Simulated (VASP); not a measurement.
# SiC: two structures compared in the RPA: zincblende and rocksalt

SiC, F-43m (no. 216), 2 atoms in the cell. PBE, RPA total energies; PAW potentials Si_GW, C_GW (PBE set).

## Input

INCAR.step1:
```
EDIFF = 1E-7
EDIFFG = -0.003
ENCUT = 675
GGA = PE
IBRION = 2
ISIF = 3
ISMEAR = 0
LASPH = T
LCHARG = F
LREAL = F
LWAVE = F
NSW = 40
PREC = Accurate
SIGMA = 0.05
```

INCAR.step3:
```
ALGO = Normal
EDIFF = 1E-8
ENCUT = 500
GGA = PE
ISMEAR = 0
KPAR = 8
LASPH = T
LCHARG = F
LREAL = F
LWAVE = T
PREC = Accurate
SIGMA = 0.05
```

INCAR.step4:
```
AEXX = 1.0
AGGAC = 0.0
ALDAC = 0.0
ALGO = Eigenval
EDIFF = 1E-8
ENCUT = 500
GGA = PE
HFRCUT = -1
ISMEAR = 0
KPAR = 8
LASPH = T
LCHARG = F
LHFCALC = T
LREAL = F
LWAVE = F
NELM = 1
PREC = Accurate
PRECFOCK = Fast
SIGMA = 0.05
```

INCAR.step5:
```
ALGO = ACFDT
EDIFF = 1E-8
ENCUT = 500
ESF_SPLINES = T
GGA = PE
ISMEAR = 0
LASPH = T
LCHARG = F
LREAL = F
LWAVE = F
NOMEGA = 12
PREC = Accurate
PRECFOCK = Fast
SIGMA = 0.05
```

KPOINTS.step1:
```
k-points
0
Gamma
  13 13 13
```

KPOINTS.step2:
```
k-points
0
Gamma
  14 14 14
```

KPOINTS.step3:
```
k-points
0
Gamma
  8 8 8
```

KPOINTS.step5:
```
k-points
0
Gamma
  6 6 6
```

KPOINTS.step6:
```
k-points
0
Gamma
  9 9 9
```

POSCAR.step1:
```
SiC
1.0
    0.0000000000      2.1790000000      2.1790000000
    2.1790000000      0.0000000000      2.1790000000
    2.1790000000      2.1790000000      0.0000000000
Si C
1 1
Direct
    0.0000000000      0.0000000000      0.0000000000
    0.2500000000      0.2500000000      0.2500000000
```

POSCAR.step2:
```
SiC
1.0
    0.0000000000      2.0477798301      2.0477798301
    2.0477798301      0.0000000000      2.0477798301
    2.0477798301      2.0477798301      0.0000000000
Si C
1 1
Direct
    0.0000000000      0.0000000000      0.0000000000
    0.5000000000      0.5000000000      0.5000000000
```

Commands (each step's output is kept before the next begins):
```
cat potpaw_PBE.64/Si_GW/POTCAR potpaw_PBE.64/C_GW/POTCAR > POTCAR
cp INCAR.step1 INCAR
cp KPOINTS.step1 KPOINTS
cp POSCAR.step1 POSCAR
mpirun -np 8 vasp_std > vasp.out
cp CONTCAR CONTCAR.first
rm WAVECAR CHG
cp KPOINTS.step2 KPOINTS
cp POSCAR.step2 POSCAR
mpirun -np 8 vasp_std > vasp.out
cp CONTCAR CONTCAR.second
rm WAVECAR CHG
cp CONTCAR.first POSCAR
cp INCAR.step3 INCAR
cp KPOINTS.step3 KPOINTS
mpirun -np 8 vasp_std > vasp.out
cp CONTCAR.first POSCAR
cp INCAR.step4 INCAR
mpirun -np 8 vasp_std > vasp.out
rm WAVECAR CHG
cp CONTCAR.first POSCAR
cp INCAR.step5 INCAR
cp KPOINTS.step5 KPOINTS
mpirun -np 8 vasp_std > vasp.out
rm WAVECAR CHG
cp CONTCAR.second POSCAR
cp INCAR.step3 INCAR
cp KPOINTS.step6 KPOINTS
mpirun -np 8 vasp_std > vasp.out
cp CONTCAR.second POSCAR
cp INCAR.step4 INCAR
mpirun -np 8 vasp_std > vasp.out
rm WAVECAR CHG
cp CONTCAR.second POSCAR
cp INCAR.step5 INCAR
cp KPOINTS.step5 KPOINTS
mpirun -np 8 vasp_std > vasp.out
```

## Result

- RPA energy difference (meV/atom): 858.9

Energy of rocksalt less zincblende, each relaxed in PBE:

| Method | meV/atom |
|---|---|
| PBE | 738.5 |
| Exact exchange, no correlation | 1366 |
| RPA | 858.9 |

VASP 6.6.1 took 674 s on 8 cores (Intel Xeon Platinum 8488C (Sapphire Rapids)), a shared host.
